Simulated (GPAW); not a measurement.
**BAs (honeycomb bilayer): one start, several treatments of the self-energy**

How much does the gap of BAs (honeycomb bilayer) depend on the approximation to the self-energy?

Main program and level: GPAW 26.7.0; LDA and many-body steps on it, plane waves.

### Step 1. The structure

The cell holds 4 atoms: 2 B and 2 As. Its edges and angles: a = 3.345 Å, b = 3.345 Å, c = 14.600 Å, α = 90.0°, β = 90.0°, γ = 120.0°. It derives from BAs. Vacuum lies along c.

As a file:

```xyz
4
Lattice="3.3453 0.0000 0.0000 -1.6727 2.8972 0.0000 0.0000 0.0000 14.6000" Properties=species:S:1:pos:R:3
B     0.0000    1.9314    5.1639
As    1.6727    0.9657    5.1716
B     0.0000    1.9314    9.4361
As    1.6727    0.9657    9.4284
```

The structure was relaxed with LDA. The runs that relaxed it are not among those shown.

### Step 2. Empty states on the mesh, 12×12×1 mesh, 239 bands

This step: GPAW 26.7.0; DFT, LDA, plane waves, PAW.

The sums over transitions need many empty states on a uniform mesh; this step solves for them.

The input, run.py:

```python
import json
import numpy as np
from gpaw.mpi import world
from gpaw import GPAW

calc = GPAW('gs.gpw').fixed_density(kpts={'size': (12, 12, 1), 'gamma': True},
    nbands=278,
    convergence={'bands': 239},
    update_fermi_level=True,
    txt='nscf.txt')
calc.write('full.gpw', mode='all')
res = {}
kpts = calc.get_ibz_k_points()
res['kpts'] = kpts
res['eigenvalues'] = [calc.get_eigenvalues(kpt=k) for k in range(len(kpts))]
res['n_electrons'] = calc.get_number_of_electrons()

if world.rank == 0:
    with open('result.json', 'w') as f:
        json.dump(res, f, default=lambda x: x.tolist())
```

Run with:

```console
> mpirun -n 8 gpaw python run.py
```

Log:

```text
Diagonalizing LCAO Hamiltonian
Converting LCAO to pw mode
convergence criteria:
- Maximum integral of absolute [eigenst]ate change: 4e-08 eV^2 / valence electron
maximum number of iterations: 100

SCF iterations
|iter     |     time |      energy | eigst |  dens |
|iter:   1|  |             | +4.81 |       |
|iter:   2|  |             | +3.63 |       |
|iter:   3|  |             | +2.54 |       |
[...]
|iter:  15|  |             | -6.85 |       |
|iter:  16|  |             | -7.12 |       |
|iter:  17|  |             | -7.45c|       |
SCF steps: 17
  __  _  _
 | _ |_)|_||  |
 |__||  | ||/\| - 26.7.0

Input parameters:
  mode=PW(ecut=600.0),
  convergence={'bands': 239},
  gpts=array([20, 20, 84]),
  kpts=MonkhorstPack(size=(12, 12, 1), gamma=True),
  maxiter=100,
  nbands=278,
  occupations=Occupations(name='fermi-dirac', width=0.001, fixmagmom=False),
  parallel={},
  xc=XC(name='LDA')
# Writing to full.gpw (mode='all')
  [... matrices ...]

timing:  # [seconds]
  Total: 0.536  # ━━━━━━━━━━━━━━━━━━━━━━━━━━━━━━━━━━━━━━━━━━━━━━━━━━━━━━━━━━━
```

It took 3.4 min on 8 MPI ranks of Arm Neoverse V1, shared host; peak memory 2 GiB.

Numbers from this step:

| Item | Value |
| --- | --- |
| gap | 0.1721 eV |
| k of the valence top | 0.3333, 0.3333, 0 |
| k of the conduction bottom | 0.3333, 0.3333, 0 |
| least direct gap | 0.1721 eV |
| k points computed | 19 |
| lowest point of the top converged band, above the valence top | 75.6663 eV |

On this mesh the gap is 0.172 eV.

### Step 3. One-shot HSE06

This step: one-shot HSE06 levels on LDA orbitals, plane waves, PAW.

The input, run.py:

```python
import json
import numpy as np
from gpaw.mpi import world
from gpaw.hybrids.eigenvalues import non_self_consistent_eigenvalues

dft, vxc, vxc_hyb = non_self_consistent_eigenvalues('full.gpw', 'HSE06', 6, 10, kpt_indices=[0, 9])
res = {'dft': dft[0], 'hybrid': (dft - vxc + vxc_hyb)[0]}
if world.rank == 0:
    with open('hybrid.txt', 'w') as f:
        for k, e0, e1 in zip([0, 9], res['dft'], res['hybrid']):
            print(k, ' '.join(f'{x:9.4f}' for x in e0), '|', ' '.join(f'{x:9.4f}' for x in e1), file=f)

if world.rank == 0:
    with open('result.json', 'w') as f:
        json.dump(res, f, default=lambda x: x.tolist())
```

Run with:

```console
> mpirun -n 8 gpaw python run.py
```

Log:

```text
IBZ(<points: 19, symmetries: 12>)
Occupied bands: 8
Transforming wave functions from IBZ to BZ: 0.143 seconds
Distributing wave functions and iFFT-ing to real space: 0.455 seconds
Calculating eigenvalues:
  k-points: 2
  Bands: 6-9 (inclusive)
  Seconds: 1.745 (wave-function broadcasting: 0.019 seconds)
HSE06-eigenvalue shifts:
  min: -0.291 eV
  ave: 0.217 eV
  max: 0.907 eV
```

It took 8.2 s on 8 MPI ranks; peak memory 2.3 GiB.

This step gave:

```
starting gap on the mesh                       : 0.1721 eV
hybrid gap on the mesh                         : 0.4606 eV
least direct hybrid gap on the computed points : 0.4606 eV
```

### Step 4. GLLB-SC, self-consistent

This step: DFT, GLLB-SC with its derivative discontinuity, plane waves, PAW.

The input, run.py:

```python
import json
import numpy as np
from gpaw.mpi import world
from ase import Atoms
from gpaw import GPAW, PW, FermiDirac

atoms = Atoms(['B', 'As', 'B', 'As'],
    cell=[[3.3453436593, 0.0000000000, 0.0000000000],
      [-1.6726718296, 2.8971525933, 0.0000000000],
      [0.0000000000, 0.0000000000, 14.6000000000]],
    scaled_positions=[[0.3333333333, 0.6666666667, 0.3536925651],
      [0.6666666667, 0.3333333333, 0.3542175231],
      [0.3333333333, 0.6666666667, 0.6463074349],
      [0.6666666667, 0.3333333333, 0.6457824769]],
    pbc=(True, True, False))
calc = GPAW(mode=PW(600),
    xc='GLLBSC',
    kpts={'size': (12, 12, 1), 'gamma': True},
    occupations=FermiDirac(0.001),
    nbands=-8,
    convergence={'bands': -3},
    maxiter=120,
    txt='gllbsc.txt')
atoms.calc = calc
atoms.get_potential_energy()
homo, lumo = calc.get_homo_lumo()
response = calc.hamiltonian.xc.response
dxc_pot = response.calculate_discontinuity_potential(homo, lumo)
ks_gap, dxc = response.calculate_discontinuity(dxc_pot)
res = {'ks_gap': ks_gap, 'dxc': dxc}

if world.rank == 0:
    with open('result.json', 'w') as f:
        json.dump(res, f, default=lambda x: x.tolist())
```

Run with:

```console
> mpirun -n 8 gpaw python run.py
```

Log:

```text
[banner, memory and clock lines left out]
___ ___ ___ _ _ _
 |   |   |_  | | | |
 | | | | | . | | | |
 |__ |  _|___|_____|  26.7.0
 |___|_|

Input parameters:
  convergence: {bands: -3}
  kpts: {gamma: True,
         size: (12, 12, 1)}
  maxiter: 120
  mode: {ecut: 600.0,
         name: pw}
  nbands: -8
  occupations: {fixmagmom: False,
                name: fermi-dirac,
                width: 0.001}
  xc: GLLBSC

System changes: positions, numbers, cell, pbc, initial_charges, initial_magmoms

Initialize ...

species:
  B:
    name:    Boron
    Z:       5.0
    valence: 3
    core:    2
    charge:  0.0  # [|e|]
    compensation charges:
      type: gauss
      rc: 0.20  # [Å]
      lmax: 2
    cutoffs:
      filter: 1.14  # [Å]
      core: 1.38  # [Å]
    projectors
    | kind |    occ | energy [eV] | rcut [Å] |
    |   2s |  2.000 |     -10.319 |    0.635 |
    |   2p |  1.000 |      -4.115 |    0.635 |
    |    s |        |      16.892 |    0.635 |
    |    p |        |      23.096 |    0.635 |
    |    d |        |       0.000 |    0.635 |

    Using partial waves for B as LCAO basis

  As:
    name:    Arsenic
    Z:       33.0
    valence: 5
    core:    28
    charge:  0.0  # [|e|]
    compensation charges:
      type: gauss
      rc: 0.33  # [Å]
      lmax: 2
    cutoffs:
      filter: 1.87  # [Å]
      core: 2.96  # [Å]
    projectors
    | kind |    occ | energy [eV] | rcut [Å] |
    |   4s |  2.000 |     -16.478 |    1.058 |
    |   4p |  3.000 |      -7.456 |    1.058 |
    |    s |        |      10.734 |    1.058 |
    |    p |        |      19.755 |    1.058 |
    |    d |        |       0.000 |    1.058 |

    Using partial waves for As as LCAO basis

Reference energy: -124249.004131  # eV

Spin-paired calculation

Convergence criteria:
 Maximum [total energy] change in last 3 cyles: 0.0005 eV / valence electron
 Maximum integral of absolute [dens]ity change: 0.0001 electrons / valence electron
 Maximum integral of absolute [eigenst]ate change: 4e-08 eV^2 / valence electron
 Maximum number of scf [iter]ations: 120
 (Square brackets indicate name in SCF output, whereas a 'c' in
 the SCF output indicates the quantity has converged.)
  [... matrices ...]
Symmetries present (total): 12

  [... matrices ...]
144 k-points: 12 x 12 x 1 Monkhorst-Pack grid + [1/24,1/24,0.000000]
19 k-points in the irreducible part of the Brillouin zone
       k-points in crystal coordinates                weights
   0:    -0.00000000   -0.00000000    0.00000000          1/144
   1:     0.08333333   -0.00000000    0.00000000          6/144
   2:     0.16666667   -0.08333333    0.00000000          6/144
   3:     0.16666667   -0.00000000    0.00000000          6/144
   4:     0.25000000   -0.08333333    0.00000000         12/144
   5:     0.25000000   -0.00000000    0.00000000          6/144
   6:     0.33333333   -0.16666667    0.00000000          6/144
   7:     0.33333333   -0.08333333    0.00000000         12/144
   8:     0.33333333   -0.00000000    0.00000000          6/144
   9:     0.33333333    0.33333333    0.00000000          2/144
          ...
  18:     0.50000000    0.50000000    0.00000000          3/144

Wave functions: Plane wave expansion
  Cutoff energy: 600.000 eV
  Number of coefficients (min, max): 4703, 4751
  Pulay-stress correction: 0.000000 eV/Ang^3 (de/decut=0.000000)
  Using FFTW library
  Wavefunction extrapolation:
    Improved wavefunction reuse through dual PAW basis

Occupation numbers: Fermi-Dirac:
  width: 0.0010  # eV

Eigensolver
   Davidson(niter=2)

Densities:
  Coarse grid: 20*20*84 grid
  Fine grid: 40*40*168 grid
  Total Charge: 0.000000

Density mixing:
  Method: separate
  Backend: msr1
  Linear mixing parameter: 0.05
  old densities: 10
  Width of damping distribution: 1.1
  Damping of long wavelength oscillations: 20

Hamiltonian:
  XC and Coulomb potentials evaluated on a 40*40*168 grid
  Using the GLLBSC Exchange-Correlation functional
  External potential:
    NoExternalPotential

XC parameters: GLLBSC functional being used consists of
  | Weight | Module     | Description                                   |
  |  1.000 | SCREENING  | GGA_X_PBE_SOL with 2 nearest neighbor stencil |
  |  1.000 | RESPONSE   | eps=0.0500 eV                                 |
  |  1.000 | XC         | GGA_C_PBE_SOL with 2 nearest neighbor stencil |

Memory estimate:

Total number of cores used: 8
Parallelization over k-points: 4
Domain decomposition: 1 x 1 x 2

Number of atoms: 4
Number of atomic orbitals: 16
Number of bands in calculation: 16
Number of valence electrons: 16
Bands to converge: 13

... initialized

Initializing position-dependent things.

Density initialized from atomic densities
Creating initial wave functions:
  16 bands from LCAO basis set

        B  As

        B  As

Atomic positions and initial magnetic moments

Positions:
   0 B     -0.000000    1.931435    5.163911    ( 0.0000,  0.0000,  0.0000)
   1 As     1.672672    0.965718    5.171576    ( 0.0000,  0.0000,  0.0000)
   2 B     -0.000000    1.931435    9.436089    ( 0.0000,  0.0000,  0.0000)
   3 As     1.672672    0.965718    9.428424    ( 0.0000,  0.0000,  0.0000)
  [... matrices ...]
Unit cell:
           periodic     x           y           z      points  spacing
  1. axis:    yes    3.345344    0.000000    0.000000    20     0.1449
  2. axis:    yes   -1.672672    2.897153    0.000000    20     0.1449
  3. axis:    no     0.000000    0.000000   14.600000    84     0.1738

  Lengths:   3.345344   3.345344  14.600000
  Angles:   90.000000  90.000000 120.000000

Effective grid spacing dv^(1/3) = 0.1615

iter:   1    -20.839142   +0.77
iter:   2    -22.862535   -0.52  -0.82
iter:   3    -22.141003   -0.44  -0.78
iter:   4    -22.320783   -0.92  -1.08
iter:   5    -22.477059   -0.93  -1.13
iter:   6    -22.466486   -1.49  -1.25
iter:   7    -22.631844   -1.67  -1.23
iter:   8    -22.466323   -1.78  -1.18
iter:   9    -22.384859   -2.06  -1.63
iter:  10    -22.393239   -2.69  -2.09
iter:  11    -22.399241   -2.97  -2.78
iter:  12    -22.398925c  -3.11  -2.69
iter:  13    -22.399259c  -3.40  -3.46
iter:  14    -22.400298c  -3.37  -3.36
iter:  15    -22.401026c  -3.45  -4.29c
iter:  16    -22.400321c  -3.61  -4.21c
iter:  17    -22.400247c  -3.97  -4.84c
iter:  18    -22.400306c  -4.14  -4.76c
iter:  19    -22.400320c  -4.03  -5.20c
iter:  20    -22.400296c  -4.26  -5.12c
[...]
iter:  52    -22.400286c  -6.50  -14.27c
iter:  53    -22.400286c  -6.86  -14.19c
iter:  54    -22.400286c  -7.17  -14.42c
iter:  55    -22.400286c  -7.40c -14.36c

Converged after 55 iterations.

Dipole moment: (2.829121, -1.633394, -0.000000) |e|*Ang

Energy contributions relative to reference atoms: (reference = -124249.004131)
  [... matrices ...]
Kinetic:        +79.420584
Potential:      -72.834830
External:        +0.000000
XC:             -29.232917
Entropy (-ST):   -0.000000
Local:           +0.246877
SIC:             +0.000000
Free energy:    -22.400286
Extrapolated:   -22.400286

GLLBSC response reference energy: -0.28936 eV (from HOMO)
  [... matrices ...]
Showing only first 2 kpts
 Kpt  Band  Eigenvalues  Occupancy
  0     6     -1.99263    2.00000
  0     7     -1.99260    2.00000
  0     8      3.33151    0.00000
  0     9      3.61620    0.00000

  1     6     -2.22907    2.00000
  1     7     -2.20703    2.00000
  1     8      3.49273    0.00000
  1     9      3.76622    0.00000

Fermi level: 0.03852

Gap: 0.351 eV
Transition (v -> c):
  (s=0, k=9, n=7, [0.33, 0.33, 0.00]) -> (s=0, k=9, n=8, [0.33, 0.33, 0.00])
No difference between direct/indirect transitions
```

Elapsed: 33 s, on 8 MPI ranks; peak memory 1.4 GiB; 4 min of CPU time.

Numbers from this step:

```yaml
starting_gap_on_the_mesh: 0.3515 eV
derivative_discontinuity: 0.1707 eV
quasiparticle_gap_on_the_mesh: 0.5221 eV
```

[end of part 1 of 2]

[Paths, hosts, dates, memory and timing lines, banners, echoed tables and standing remarks are left out of the program output.]

[Logs are printed without paths, hosts, clocks, repeated set-up lines and the standing remarks that a program may print on its own settings, such as how far it seeks lower states.]

[Runs of the session that timed out or met a known fault of the program may be left out.]

[Hosts, paths, dates, database ids (printed as entryN), source tags and the programs' standing remarks are cut or masked in the printed files.]
